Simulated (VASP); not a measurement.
Input of a VASP 6.6.1 run:

Contents of INCAR:

```
SYSTEM = Zn
  PREC = Accurate
  ENCUT = 600
  EDIFF = 1E-7
  ISMEAR = 0
  SIGMA = 0.1
  LREAL = .False.
  LASPH = .True.
  NELM = 60
  ALGO = Fast
  ISIF = 3
  LWAVE = .False.
  LCHARG = .False.
  GGA = PS
  IBRION = 2
  NSW = 90
  EDIFFG = -0.005
```

File KPOINTS:

```
Automatic mesh
0
Gamma
  18 18 10
  0 0 0
```

POSCAR

```
Zn
1.0
    2.6143598000      0.0000000000      0.0000000000
   -1.3071799000      2.2641020000      0.0000000000
    0.0000000000      0.0000000000      4.8731610200
Zn
2
Direct
    0.3333333300      0.6666666700      0.2500000000
    0.6666666700      0.3333333300      0.7500000000
```

Potentials or basis: VASP PAW PBE potentials, release 64 (Zn).

Run with:

```bash
$ cat potpaw_PBE.64/Zn/POTCAR > POTCAR
$ mpirun -np 1 vasp_std > vasp.out
```

(1) Estimate the relaxed cell.

(2) Estimate the band gap on the k mesh.

(3) Predict the relaxed volume.

Answers

(1) a = 2.593 Å, b = 2.593 Å, c = 4.919 Å, α = 90.00°, β = 90.00°, γ = 120.00°.

(2) none (metal or under the smearing width).

(3) 14.33 Å³/atom.

Caveat: the PAW data sets were made with another functional, which shifts forces and pressure a little.
